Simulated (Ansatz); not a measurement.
# Be (Beryllium): properties at the relaxed cell

The task here is to estimate one member of a computed series from the others.

Program: Ansatz 0.2.0. Level of theory: DFT PBE, scalar-relativistic, plane waves, PAW. These are calculated values, not measurements.

1 further run of the same task is left out (set aside as unsound or not needed).

### Starting point

The structure is hexagonal, space group P6_3/mmc (No. 194). Conventional cell: a = 2.263 Å, b = 2.263 Å, c = 3.567 Å, α = 90.00°, β = 90.00°, γ = 120.00°. Be (site symmetry -6m2) has 12 Be at 2.21 to 2.26 Å as nearest neighbours.

As a file:

```
CELL_PARAMETERS angstrom
2.26270 0.00000 0.00000
-1.13135 1.95955 0.00000
0.00000 0.00000 3.56674
ATOMIC_POSITIONS crystal
Be 0.33333 0.66667 0.25000
Be 0.66667 0.33333 0.75000
```

It is the result of an earlier relaxation at this level (volume 7.91 Å³/atom; gap on the mesh: none (metal)).

Set-up of the first run:

input.yaml

```yaml
crystal:
  lattice:
    - [2.2398410589, 0.0, 0.0]
    - [-1.1199205295, 1.9397592575, 0.0]
    - [0.0, 0.0, 3.5307082074]
  atoms:
    - { symbol: Be, position: [0.3333333333, 0.6666666667, 0.25] }
    - { symbol: Be, position: [0.6666666667, 0.3333333333, 0.75] }
basis:
  ecutwfc: 420
kpoints:
  mp_grid: { grid: [21, 21, 12] }
hamiltonian:
  xc: pbe
scf:
  occupations: { method: gaussian, width: 0.1 }
output:
  forces: true
  stress: true
  eigenvalues: true
relax:
  adjacent_minimum: "off"
  f_tol: 0.01
  max_steps: 30
  cell: { stress_tol: 0.1, fix: [volume] }
```

Launch:

```bash
ansatz run input.yaml --threads 1 --pin off --max-ram 2560MiB --backend cpu --events-out ev --progress --plain --runs-dir out
```

Steps of the session up to this table: The cell scaled to 0.97 of its volume; Point at V/V0 = 1.03; Volume × 0.94; The cell scaled to 1.06 of its volume; Volume × 0.91; Point at V/V0 = 1.10; Volume × 0.88.

One of the session's tables, all rows but one given; the rest of the session is left out.

It belongs to the step «Fit of the equation of state». 

```
volume (Å³/atom)  energy above the lowest point (meV/atom)  pressure (GPa)
           6.958                                      52.2           19.38
           7.196                                      28.0           13.52
           7.433                                         ?               ?
           7.670                                       2.8            3.92
           7.907                                       0.0           -0.01
           8.144                                       2.6           -3.46
           8.382                                      10.1           -6.49
           8.698                                      26.4           -9.98
```

**Question.** Estimate the row for volume (Å³/atom) = 7.433.

Worked estimate for «energy above the lowest point (meV/atom)». A straight line through the neighbours (7.196, 28.0) and (7.670, 2.8) gives 28.0 + (2.8 − 28.0) × (7.433 − 7.196) / (7.670 − 7.196) = 15.4; a parabola fitted to 4 rows on both sides gives 11.9.

**Answer.** energy above the lowest point (meV/atom): 11.9; pressure (GPa): 8.40. In «energy above the lowest point (meV/atom)» the line misses by +3.5 and the parabola by 0.0.
